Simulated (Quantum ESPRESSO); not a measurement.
**WC in Quantum ESPRESSO: the effect of target pressure**

The system is WC.

```
W C
1.0
     0.00000    2.19268    2.19268
     2.19268    0.00000    2.19268
     2.19268    2.19268    0.00000
W C
1 1
Direct
  0.00000 0.00000 0.00000
  0.50000 0.50000 0.50000
```

Measurements of this composition are mostly on another form, of space group No. 187.

Alike in all runs:

```yaml
Program: Quantum ESPRESSO 7.5
Task: phonons
Functional: LDA
Potentials_or_basis: PseudoDojo 0.4.1 SR LDA standard
Cutoff: 1116 eV
Density_cutoff: 4463 eV
k_mesh: 10 × 10 × 10
Occupations: cold, width 0.2 eV
Spin: no spin polarisation
```

Each run relaxes the cell or the atoms first.

| target pressure | relaxed volume (Å³/atom) | highest phonon frequency (cm⁻¹) |
| --- | --- | --- |
| 0 GPa | 10.08 | 465 |
| 5 GPa | 9.96 | 481 |
| 10 GPa | 9.84 | 496 |
| 20 GPa | ? | ? |

Question: What does the run with target pressure 20 GPa give?

Answer: Relaxed volume 9.64 Å³/atom; highest phonon frequency 523 cm⁻¹.

Worked out: A straight line through the other rows of the relaxed volume, of slope -0.024 Å³/atom per GPa, extrapolates to 9.60 Å³/atom, against the run's 9.64. The fit is too stiff a form for this range. A straight line through the other rows of the highest phonon frequency, of slope 3.1 cm⁻¹ per GPa, extrapolates to 527 cm⁻¹, against the run's 523.

Caveats: the cell is more than 3 GPa from zero pressure, which shifts response properties (some runs).
